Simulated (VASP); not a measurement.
# KCl (Sylvite) (Fm-3m) in VASP: settings compared

The runs below take KCl (Sylvite) through band structure, with PBE, PBEsol, r2SCAN.

Everything below comes from runs of VASP 6.6.1. Logs are shortened: lines on timing, memory, paths and dates and some standing lists are left out, and cuts for length are marked.

**Experimental background.**

A printed reference work, monograph reports, for a bulk crystal of KCl: band gap 8.68 eV.

The runs below are set against these values where they give the same quantity.

## (1) The crystal as given

The structure is cubic, space group Fm-3m (No. 225). Conventional cell: a = 6.293 Å, b = 6.293 Å, c = 6.293 Å, α = 90.00°, β = 90.00°, γ = 90.00°. K (site symmetry m-3m) is surrounded by 6 Cl at 3.15 Å. Cl (site symmetry m-3m) has 6 K at 3.15 Å as nearest neighbours.

## (2) Band structure, PBE

POSCAR

```
KCl
1.0
    0.0000000000      3.1464700000      3.1464700000
    3.1464700000      0.0000000000      3.1464700000
    3.1464700000      3.1464700000      0.0000000000
K Cl
1 1
Direct
    0.0000000000      0.0000000000      0.0000000000
    0.5000000000      0.5000000000      0.5000000000
```

INCAR.step1

```
SYSTEM = KCl
PREC     = Accurate       ! precision mode
ENCUT    = 520            ! plane-wave cutoff, eV
EDIFF    = 1E-6           ! SCF threshold, eV
ISMEAR   = 0              ! smearing method
SIGMA    = 0.02           ! smearing width, eV
LREAL    = .False.        ! projectors in reciprocal space
LASPH    = .True.         ! aspherical terms in the spheres
NELM     = 60             ! most SCF steps
ALGO     = Normal         ! electronic algorithm
ISIF     = 2              ! what is computed and relaxed
LWAVE    = .False.        ! write WAVECAR
LCHARG   = .True.         ! write CHGCAR
GGA      = PE             ! functional
```

KPOINTS.step1

```
Automatic mesh
0
Gamma
  8 8 8
  0 0 0
```

INCAR.step2

```
SYSTEM = KCl
PREC     = Accurate       ! precision mode
ENCUT    = 520            ! plane-wave cutoff, eV
EDIFF    = 1E-6           ! SCF threshold, eV
ISMEAR   = 0              ! smearing method
SIGMA    = 0.05           ! smearing width, eV
LREAL    = .False.        ! projectors in reciprocal space
LASPH    = .True.         ! aspherical terms in the spheres
NELM     = 60             ! most SCF steps
ALGO     = Normal         ! electronic algorithm
ISIF     = 2              ! what is computed and relaxed
LWAVE    = .False.        ! write WAVECAR
LCHARG   = .False.        ! write CHGCAR
GGA      = PE             ! functional
ICHARG   = 11             ! starting density
```

KPOINTS.step2

```
path GXWKGLUWLK,UX
10
line-mode
reciprocal
 0.0000000000  0.0000000000  0.0000000000  G
 0.5000000000  0.0000000000  0.5000000000  X

 0.5000000000  0.0000000000  0.5000000000  X
 0.5000000000  0.2500000000  0.7500000000  W

 0.5000000000  0.2500000000  0.7500000000  W
 0.3750000000  0.3750000000  0.7500000000  K

 0.3750000000  0.3750000000  0.7500000000  K
 0.0000000000  0.0000000000  0.0000000000  G

 0.0000000000  0.0000000000  0.0000000000  G
 0.5000000000  0.5000000000  0.5000000000  L

 0.5000000000  0.5000000000  0.5000000000  L
 0.6250000000  0.2500000000  0.6250000000  U

 0.6250000000  0.2500000000  0.6250000000  U
 0.5000000000  0.2500000000  0.7500000000  W

 0.5000000000  0.2500000000  0.7500000000  W
 0.5000000000  0.5000000000  0.5000000000  L

 0.5000000000  0.5000000000  0.5000000000  L
 0.3750000000  0.3750000000  0.7500000000  K

 0.6250000000  0.2500000000  0.6250000000  U
 0.5000000000  0.0000000000  0.5000000000  X
```

Potentials or basis: VASP PAW PBE potentials, release 64 (K_sv, Cl).

The run is started by

```bash
> cat potpaw_PBE.64/K_sv/POTCAR potpaw_PBE.64/Cl/POTCAR > POTCAR
> cp INCAR.step1 INCAR
> cp KPOINTS.step1 KPOINTS
> mpirun -np 1 vasp_std > vasp.out
> cp INCAR.step2 INCAR
> cp KPOINTS.step2 KPOINTS
> mpirun -np 1 vasp_std > vasp.out
```

OUTCAR:

```text
SYSTEM = KCl
   PREC = Accurate
   ENCUT = 520
   EDIFF = 1E-6
   ISMEAR = 0
   LREAL = .False.
   LASPH = .True.
   NELM = 60
   ISIF = 2
   GGA = PE
   ICHARG = 11

 ion  position               nearest neighbor table
   1  0.000  0.000  0.000-   2 3.15   2 3.15   2 3.15   2 3.15   2 3.15   2 3.15
   2  0.500  0.500  0.500-   1 3.15   1 3.15   1 3.15   1 3.15   1 3.15   1 3.15

  LATTYP: Found a face centered cubic cell.
 ALAT       =     6.2929400000

  Lattice vectors:

 A1 = (   0.0000000000,   3.1464700000,   3.1464700000)
 A2 = (   3.1464700000,   0.0000000000,   3.1464700000)
 A3 = (   3.1464700000,   3.1464700000,   0.0000000000)

Analysis of symmetry for initial positions (statically):
=====================================================================
 Subroutine PRICEL returns:
 Original cell was already a primitive cell.

 Routine SETGRP: Setting up the symmetry group for a
 face centered cubic supercell.

 Subroutine GETGRP returns: Found 48 space group operations
 (whereof 48 operations were pure point group operations)
 out of a pool of 48 trial point group operations.

The static configuration has the point symmetry O_h .

Analysis of symmetry for dynamics (positions and initial velocities):
=====================================================================
 Subroutine PRICEL returns:
 Original cell was already a primitive cell.

 Routine SETGRP: Setting up the symmetry group for a
 face centered cubic supercell.

 Subroutine GETGRP returns: Found 48 space group operations
 (whereof 48 operations were pure point group operations)
 out of a pool of 48 trial point group operations.

The dynamic configuration has the point symmetry O_h .

 Subroutine INISYM returns: Found 48 space group operations
 (whereof 48 operations are pure point group operations),
 and found     1 'primitive' translations

----------------------------------------------------------------------------------------

                                     Primitive cell

  volume of cell :      62.3018

  direct lattice vectors                    reciprocal lattice vectors
     0.000000000  3.146470000  3.146470000    -0.158908237  0.158908237  0.158908237
     3.146470000  0.000000000  3.146470000     0.158908237 -0.158908237  0.158908237
     3.146470000  3.146470000  0.000000000     0.158908237  0.158908237 -0.158908237

  length of vectors
     4.449780548  4.449780548  4.449780548     0.275237140  0.275237140  0.275237140

  position of ions in fractional coordinates (direct lattice)
     0.000000000  0.000000000  0.000000000
     0.500000000  0.500000000  0.500000000

  ion indices of the primitive-cell ions
   primitive index   ion index
                 1           1
                 2           2

----------------------------------------------------------------------------------------

 KPOINTS: path GXWKGLUWLK,UX

Interpolating k-points between supplied coordinates.

 Line segments in fractional coordinates (reciprocal lattice):
    0.000000  0.000000  0.000000  ...  0.500000  0.000000  0.500000
    0.500000  0.000000  0.500000  ...  0.500000  0.250000  0.750000
    0.500000  0.250000  0.750000  ...  0.375000  0.375000  0.750000
    0.375000  0.375000  0.750000  ...  0.000000  0.000000  0.000000
    0.000000  0.000000  0.000000  ...  0.500000  0.500000  0.500000
    0.500000  0.500000  0.500000  ...  0.625000  0.250000  0.625000
    0.625000  0.250000  0.625000  ...  0.500000  0.250000  0.750000
    0.500000  0.250000  0.750000  ...  0.500000  0.500000  0.500000
    0.500000  0.500000  0.500000  ...  0.375000  0.375000  0.750000
    0.625000  0.250000  0.625000  ...  0.500000  0.000000  0.500000

 Generated    10 points on each line segment, for a total of    100 k-points:

 Following reciprocal coordinates:
            Coordinates               Weight
  0.000000  0.000000  0.000000      0.010000
  0.055556  0.000000  0.055556      0.010000
  0.111111  0.000000  0.111111      0.010000
  0.166667  0.000000  0.166667      0.010000
  0.222222  0.000000  0.222222      0.010000
[... 42 lines left out ...]
  ---------------------------------------------------
  free energy    TOTEN  =        -6.75736248 eV

  energy without entropy =       -6.75736248  energy(sigma->0) =       -6.75736248

 E-fermi :  -1.6157     XC(G=0):  -7.5390

 val. band max:       -1.8421418462   @ k =   0.0000   0.0000   0.0000
 cond. band min:       3.3449271187   @ k =   0.0000   0.0000   0.0000
 fundamental gap:      5.1870689649
 Fermi energy:        -1.6156668944

 k-point     1 :       0.0000    0.0000    0.0000
  band No.  band energies     occupation
      1     -29.0400      2.00000
      2     -13.9598      2.00000
      3     -12.5008      2.00000
      4     -12.5008      2.00000
      5     -12.5008      2.00000
      6      -1.8421      2.00000
      7      -1.8421      2.00000
      8      -1.8421      2.00000
      9       3.3449      0.00000
     10       6.5387      0.00000
     11       6.5387      0.00000
     12       6.5388      0.00000

 k-point     2 :       0.0556    0.0000    0.0556
  band No.  band energies     occupation
      1     -29.0396      2.00000
      2     -13.9681      2.00000
      3     -12.5025      2.00000
      4     -12.5025      2.00000
      5     -12.4881      2.00000
      6      -1.9047      2.00000
      7      -1.8511      2.00000
      8      -1.8511      2.00000
      9       3.4472      0.00000
     10       6.4445      0.00000
     11       6.6195      0.00000
     12       6.6196      0.00000

 k-point     3 :       0.1111    0.0000    0.1111
  band No.  band energies     occupation
      1     -29.0384      2.00000
      2     -13.9875      2.00000
      3     -12.5072      2.00000
      4     -12.5072      2.00000
      5     -12.4576      2.00000
      6      -2.0627      2.00000
      7      -1.8761      2.00000
      8      -1.8761      2.00000
      9       3.7246      0.00000
     10       6.2013      0.00000
     11       6.8574      0.00000
     12       6.8576      0.00000
[... 286 lines left out ...]
 k-point    23 :       0.4722    0.2778    0.7500
  band No.  band energies     occupation
      1     -29.0263      2.00000
      2     -13.9564      2.00000
      3     -12.6063      2.00000
      4     -12.5884      2.00000
      5     -12.4145      2.00000
      6      -2.3506      2.00000
      7      -2.3491      2.00000
      8      -2.2547      2.00000
      9       5.9225      0.00000
     10       6.4928      0.00000
     11       7.5847      0.00000
     12       8.0792      0.00000

 k-point    24 :       0.4583    0.2917    0.7500
  band No.  band energies     occupation
      1     -29.0263      2.00000
      2     -13.9571      2.00000
      3     -12.6092      2.00000
      4     -12.5807      2.00000
      5     -12.4180      2.00000
      6      -2.3634      2.00000
      7      -2.3612      2.00000
      8      -2.2253      2.00000
      9       5.8011      0.00000
     10       6.6428      0.00000
     11       7.5541      0.00000
     12       8.1205      0.00000

 [... further k-points ...]

------------------------ aborting loop because EDIFF is reached ----------------------------------------

  FORCE on cell =-STRESS in cart. coord.  units (eV):
  Direction    XX          YY          ZZ          XY          YZ          ZX
  --------------------------------------------------------------------------------------
  -------------------------------------------------------------------------------------
  Total        0.8229657      0.8229657      0.8229657     -0.0000000     -0.0000000      0.0000000
  in kB       21.1636968     21.1636968     21.1636968     -0.0000000     -0.0000000      0.0000000
  external PRESSURE =      21.1636968 kB  Pullay stress =       0.0000000 kB

 VOLUME and BASIS-vectors are now :
 -----------------------------------------------------------------------------
  energy-cutoff  :      520.00
  volume of cell :       62.30
      direct lattice vectors                 reciprocal lattice vectors
     0.000000000  3.146470000  3.146470000    -0.158908237  0.158908237  0.158908237
     3.146470000  0.000000000  3.146470000     0.158908237 -0.158908237  0.158908237
     3.146470000  3.146470000  0.000000000     0.158908237  0.158908237 -0.158908237

 POSITION                                       TOTAL-FORCE (eV/Angst)
 -----------------------------------------------------------------------------------
      0.00000      0.00000      0.00000         0.000000      0.000000      0.000000
      3.14647      3.14647      3.14647        -0.000000     -0.000000     -0.000000
 -----------------------------------------------------------------------------------
    total drift:                                0.000000      0.000000      0.000000

  FREE ENERGIE OF THE ION-ELECTRON SYSTEM (eV)
  ---------------------------------------------------
  free  energy   TOTEN  =        -6.7573624842 eV

  energy  without entropy=       -6.7573624842  energy(sigma->0) =       -6.75736248
```

Run time: 44 s. Hardware: 1 thread of AMD EPYC 9R14 (Zen 4), shared host; peak memory 0.21 GiB.

Results:

```
Band gap on the k mesh  : 5.19 eV, direct
Band gap along the path : 5.19 eV, direct
```

Levels at the corners of the path, in eV from the valence-band top:
```tsv
point	band 6	band 7	band 8	band 9	band 10	band 11
Γ	0.00	0.00	0.00	5.19	8.38	8.38
X	-0.66	-0.22	-0.22	6.53	8.35	10.08
X	-0.66	-0.22	-0.22	6.53	8.35	10.07
W	-0.49	-0.47	-0.47	8.04	8.04	9.47
W	-0.49	-0.47	-0.47	8.04	8.04	9.47
K	-0.56	-0.55	-0.29	7.28	9.08	9.32
K	-0.56	-0.55	-0.29	7.28	9.08	9.32
Γ	0.00	0.00	0.00	5.19	8.38	8.38
Γ	0.00	0.00	0.00	5.19	8.38	8.38
L	-1.05	-0.32	-0.32	7.59	8.60	10.53
L	-1.05	-0.32	-0.32	7.59	8.60	10.53
U	-0.56	-0.55	-0.29	7.28	9.08	9.32
U	-0.56	-0.55	-0.29	7.28	9.08	9.32
W	-0.49	-0.47	-0.47	8.04	8.04	9.47
W	-0.49	-0.47	-0.47	8.04	8.04	9.47
L	-1.05	-0.32	-0.32	7.59	8.60	10.53
L	-1.05	-0.32	-0.32	7.59	8.60	10.53
K	-0.56	-0.55	-0.29	7.28	9.08	9.32
U	-0.56	-0.55	-0.29	7.28	9.08	9.32
X	-0.66	-0.22	-0.22	6.53	8.35	10.07
```

Caveat: the log is that of the step along the path at fixed density, whose energy, stress, charges and moments have no meaning.

## (3) Band structure, PBEsol

POSCAR is that of step 2.

INCAR.step1: that of step 2 with these lines changed.

```diff
@@ -13,2 +13,2 @@
 LCHARG   = .True.         ! write CHGCAR
-GGA      = PE             ! functional
+GGA      = PS             ! functional
```

KPOINTS.step1 is that of step 2.

INCAR.step2: that of step 2 with these lines changed.

```diff
@@ -13,3 +13,3 @@
 LCHARG   = .False.        ! write CHGCAR
-GGA      = PE             ! functional
+GGA      = PS             ! functional
 ICHARG   = 11             ! starting density
```

KPOINTS.step2 is that of step 2.

Potentials or basis: VASP PAW PBE potentials, release 64 (K_sv, Cl).

The run is started by

```bash
> cat potpaw_PBE.64/K_sv/POTCAR potpaw_PBE.64/Cl/POTCAR > POTCAR
> cp INCAR.step1 INCAR
> cp KPOINTS.step1 KPOINTS
> mpirun -np 1 vasp_std > vasp.out
> cp INCAR.step2 INCAR
> cp KPOINTS.step2 KPOINTS
> mpirun -np 1 vasp_std > vasp.out
```

It took 44 s on 1 thread of AMD EPYC 9R14 (Zen 4), shared host; peak memory 0.21 GiB.

The run converged. Its results:

| Property | Result |
| --- | --- |
| Band gap on the k mesh | 5.02 eV, direct |
| Band gap along the path | 5.02 eV, direct |

Levels at the corners of the path, in eV from the valence-band top:
```csv
point,band 6,band 7,band 8,band 9,band 10,band 11
Γ,0.00,0.00,0.00,5.02,8.29,8.29
X,-0.68,-0.23,-0.23,6.40,8.23,9.91
X,-0.68,-0.23,-0.23,6.40,8.23,9.91
W,-0.50,-0.49,-0.49,7.91,7.91,9.37
W,-0.50,-0.49,-0.49,7.91,7.91,9.37
K,-0.58,-0.57,-0.30,7.15,8.95,9.20
K,-0.58,-0.57,-0.30,7.15,8.95,9.20
Γ,0.00,0.00,0.00,5.02,8.29,8.29
Γ,0.00,0.00,0.00,5.02,8.29,8.29
L,-1.09,-0.33,-0.33,7.43,8.49,10.48
L,-1.09,-0.33,-0.33,7.43,8.49,10.48
U,-0.58,-0.57,-0.30,7.15,8.95,9.20
U,-0.58,-0.57,-0.30,7.15,8.95,9.20
W,-0.50,-0.49,-0.49,7.91,7.91,9.37
W,-0.50,-0.49,-0.49,7.91,7.91,9.37
L,-1.09,-0.33,-0.33,7.43,8.49,10.48
L,-1.09,-0.33,-0.33,7.43,8.49,10.48
K,-0.58,-0.57,-0.30,7.15,8.95,9.20
U,-0.58,-0.57,-0.30,7.15,8.95,9.20
X,-0.68,-0.23,-0.23,6.40,8.23,9.90
```

Caveat: the log is that of the step along the path at fixed density, whose energy, stress, charges and moments have no meaning; the PAW data sets were made with another functional, which shifts forces and pressure a little.

## (4) Band structure, r2SCAN

INCAR

```
SYSTEM = KCl
PREC     = Accurate       ! precision mode
ENCUT    = 520            ! plane-wave cutoff, eV
EDIFF    = 1E-6           ! SCF threshold, eV
ISMEAR   = 0              ! smearing method
SIGMA    = 0.02           ! smearing width, eV
LREAL    = .False.        ! projectors in reciprocal space
LASPH    = .True.         ! aspherical terms in the spheres
NELM     = 60             ! most SCF steps
ALGO     = Normal         ! electronic algorithm
ISIF     = 2              ! what is computed and relaxed
LWAVE    = .False.        ! write WAVECAR
LCHARG   = .False.        ! write CHGCAR
METAGGA  = R2SCAN         ! meta-GGA
LMIXTAU  = .True.
```

KPOINTS

```
Automatic mesh
0
Gamma
  8 8 8
  0 0 0
```

POSCAR is that of step 3.

KPOINTS_OPT

```
path GXWKGLUWLK,UX
10
line-mode
reciprocal
 0.0000000000  0.0000000000  0.0000000000  G
 0.5000000000  0.0000000000  0.5000000000  X

 0.5000000000  0.0000000000  0.5000000000  X
 0.5000000000  0.2500000000  0.7500000000  W

 0.5000000000  0.2500000000  0.7500000000  W
 0.3750000000  0.3750000000  0.7500000000  K

 0.3750000000  0.3750000000  0.7500000000  K
 0.0000000000  0.0000000000  0.0000000000  G

 0.0000000000  0.0000000000  0.0000000000  G
 0.5000000000  0.5000000000  0.5000000000  L

 0.5000000000  0.5000000000  0.5000000000  L
 0.6250000000  0.2500000000  0.6250000000  U

 0.6250000000  0.2500000000  0.6250000000  U
 0.5000000000  0.2500000000  0.7500000000  W

 0.5000000000  0.2500000000  0.7500000000  W
 0.5000000000  0.5000000000  0.5000000000  L

 0.5000000000  0.5000000000  0.5000000000  L
 0.3750000000  0.3750000000  0.7500000000  K

 0.6250000000  0.2500000000  0.6250000000  U
 0.5000000000  0.0000000000  0.5000000000  X
```

The run is started by

```bash
> cat potpaw_PBE.64/K_sv/POTCAR potpaw_PBE.64/Cl/POTCAR > POTCAR
> mpirun -np 1 vasp_std > vasp.out
```

Run time: 4 min. Hardware: 1 thread of AMD EPYC 9R14 (Zen 4), shared host; peak memory 0.19 GiB.

Results (log left out):

```yaml
Free_energy: -16.5065 eV
Pressure: 0.0 GPa
Band_gap_on_the_k_mesh: 5.83 eV, direct
Band_gap_along_the_path: 5.83 eV, direct
```

Levels at the corners of the path, in eV from the valence-band top:
```tsv
point	band 4	band 5	band 6	band 7	band 8	band 9	band 10	band 11	band 12
Γ	-10.96	-10.96	0.00	0.00	0.00	5.83	9.03	9.03	9.03
X	-11.01	-11.01	-0.67	-0.23	-0.23	7.03	9.22	10.69	11.12
X	-11.01	-11.01	-0.67	-0.23	-0.23	7.03	9.22	10.69	11.12
W	-11.06	-10.88	-0.48	-0.48	-0.48	8.59	8.59	10.39	10.74
W	-11.06	-10.88	-0.48	-0.48	-0.48	8.59	8.59	10.39	10.74
K	-11.00	-10.91	-0.57	-0.55	-0.29	7.80	9.67	10.21	10.99
K	-11.00	-10.91	-0.57	-0.55	-0.29	7.80	9.67	10.21	10.99
Γ	-10.96	-10.96	0.00	0.00	0.00	5.83	9.03	9.03	9.03
Γ	-10.96	-10.96	0.00	0.00	0.00	5.83	9.03	9.03	9.03
L	-10.97	-10.74	-1.05	-0.32	-0.32	8.13	9.24	11.32	11.32
L	-10.97	-10.74	-1.05	-0.32	-0.32	8.13	9.24	11.32	11.32
U	-11.00	-10.91	-0.57	-0.55	-0.29	7.80	9.67	10.21	10.99
U	-11.00	-10.91	-0.57	-0.55	-0.29	7.80	9.67	10.21	10.99
W	-11.06	-10.88	-0.48	-0.48	-0.48	8.59	8.59	10.39	10.74
W	-11.06	-10.88	-0.48	-0.48	-0.48	8.59	8.59	10.39	10.74
L	-10.97	-10.74	-1.05	-0.32	-0.32	8.13	9.24	11.32	11.32
L	-10.97	-10.74	-1.05	-0.32	-0.32	8.13	9.24	11.32	11.32
K	-11.00	-10.91	-0.57	-0.55	-0.29	7.80	9.67	10.21	10.99
U	-11.00	-10.91	-0.57	-0.55	-0.29	7.80	9.67	10.21	10.99
X	-11.01	-11.01	-0.67	-0.23	-0.23	7.03	9.22	10.69	11.11
```

Caveat: the PAW data sets were made with another functional, which shifts forces and pressure a little.

## (5) The runs side by side

```tsv
level	gap on the mesh (eV)
PBE	5.19
PBEsol	5.02
r2SCAN	5.83
```

Alike in all rows: task band structure; potentials or basis VASP PAW PBE potentials, release 64 (K_sv, Cl); no spin polarisation; cell as given; k mesh 8 × 8 × 8; cutoff (eV) 520; smearing gaussian 0.02 eV.

On the cell as given the gap runs from 5.02 eV (PBEsol) to 5.83 eV (r2SCAN).

Caveats: the PAW data sets were made with another functional, which shifts forces and pressure a little (some runs).

Total energies depend on the potentials used, so only differences within one code and one set of settings carry meaning.

## (6) Comparison with measurements

Step 2. Against the measured gap of KCl, 8.68 eV (a printed reference work, monograph), the calculated 5.19 eV is off by -3.49 eV. The value is that of PBE, without temperature or zero-point motion. Semilocal functionals fall short of measured gaps as a rule.

Step 3. Measured gap of KCl: 8.68 eV (a printed reference work, monograph). This calculation gives 5.02 eV (-3.66 eV). The value is that of PBEsol, without temperature or zero-point motion. Semilocal functionals fall short of measured gaps as a rule.

Step 4. Against the measured gap of KCl, 8.68 eV (a printed reference work, monograph), the calculated 5.83 eV is off by -2.85 eV. The value is that of r2SCAN, without temperature or zero-point motion.
